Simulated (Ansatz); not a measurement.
# TlBr: how the settings move a single-point run

Question: which choices in the input matter for TlBr?

Program: Ansatz 0.2.0. Level of theory: reference: DFT, PBEsol, all-electron LAPW, scalar-relativistic; levels and slopes on a fine mesh, independent-particle optical spectra. These are calculated values, not measurements.

## Step 1: The starting structure

The structure is cubic, space group Pm-3m (No. 221). Conventional cell: a = 3.915 Å, b = 3.915 Å, c = 3.915 Å, α = 90.00°, β = 90.00°, γ = 90.00°. Around Tl (site symmetry m-3m) lie 8 Br at 3.39 Å. Br (site symmetry m-3m) has 8 Tl at 3.39 Å as nearest neighbours.

Structure file:

```cif
data_structure
_symmetry_space_group_name_H-M 'Pm-3m'
_symmetry_Int_Tables_number 221
_cell_length_a 3.9145
_cell_length_b 3.9145
_cell_length_c 3.9145
_cell_angle_alpha 90.000
_cell_angle_beta 90.000
_cell_angle_gamma 90.000
_cell_volume 59.98
loop_
_atom_site_label
_atom_site_type_symbol
_atom_site_symmetry_multiplicity
_atom_site_Wyckoff_symbol
_atom_site_fract_x
_atom_site_fract_y
_atom_site_fract_z
_atom_site_occupancy
Tl1 Tl 1 a 0.00000 0.00000 0.00000 1
Br1 Br 1 b 0.50000 0.50000 0.50000 1
```

## Step 2: The reference run

input.yaml reads:

```yaml
crystal:
  lattice:
    - [3.91453254931, 0.0, 0.0]
    - [0.0, 3.91453254931, 0.0]
    - [0.0, 0.0, 3.91453254931]
  atoms:
    - { symbol: Tl, position: [0.0, 0.0, 0.0] }
    - { symbol: Br, position: [0.5, 0.5, 0.5] }
kpoints:
  mp_grid: { grid: [6, 6, 6] }
scf:
  occupations: { method: fixed }
hamiltonian:
  xc: pbesol
  pseudopotentials: { kind: all_electron, lapw: { basis_error: 0.001 } }
output:
  forces: true
  stress: true
  eigenvalues: true
  eigenstates:
    nscf_kmesh: { grid: [10, 10, 10] }
    de_dk: true
    e_range: [-9, 11.58757180008]
  optics:
    e_range: [0, 30]
    de: 0.2
    sigma: 0.25
    bands: { spectra_wanted_up_to: 30 }
    nscf_kmesh: { grid: [10, 10, 10] }
checkpoint:
  write: ck
  write_wavefunctions: false
```

Launch:

```bash
$ ansatz run input.yaml --threads 1 --pin off --max-ram 3072MiB --backend cpu --events-out ev --progress --plain --runs-dir out
```

## Step 3: Variant: occupations.method tetrahedron_uncorrected

input.yaml: that of step 2 with these lines changed.

```diff
@@ -11,3 +11,3 @@
 scf:
-  occupations: { method: fixed }
+  occupations: { method: tetrahedron_uncorrected }
 hamiltonian:
```

Before running it: what results should come out? Wanted: for each run, ending; energy change; pressure; gap; force.

As calculated:

| run | ending | energy change | pressure (GPa) | gap (eV) | force (eV/Å) | cycles | time |
| --- | --- | --- | --- | --- | --- | --- | --- |
| reference | converged | 0 | 0.0 | 1.59 | 0.00 | - | 52 s |
| 1: occupations.method tetrahedron_uncorrected | converged | 0.0 meV/atom (σ→0) | 0.0 | 1.59 | 0.00 | 13 | 67 s |

Residual by cycle in the longest SCF loop of each run; runs are numbered as in the table. The quantity is the density residual dr2, in eV.

| cycle | reference | run 1 |
| --- | --- | --- |
| 1 | 0.395 | 0.395 |
| 2 | 0.0797 | 0.0797 |
| 3 | 0.0315 | 0.0315 |
| 4 | 0.00125 | 0.00125 |
| 5 | 4.3e-5 | 4.3e-5 |
| 6 | 7.8e-6 | 7.8e-6 |
| 8 | 1.0e-7 | 1.0e-7 |
| 9 | 1.2e-8 | 1.2e-8 |
| 10 | 1.4e-9 | 1.4e-9 |
| 11 | 7.7e-11 | 7.7e-11 |
| 12 | 1.9e-12 | 1.9e-12 |
| 13 | 1.2e-13 | 1.2e-13 |

**Reading.** The changed input (smearing) leaves the energy the same to the digits printed. The gap of the reference lacks spin-orbit coupling, though the cell holds Tl.

These are semilocal Kohn-Sham gaps, which aren't the measured quantity. Such gaps usually fall short of the measured ones; spin-orbit coupling, left out here, narrows gaps with Tl, so the two errors partly cancel.
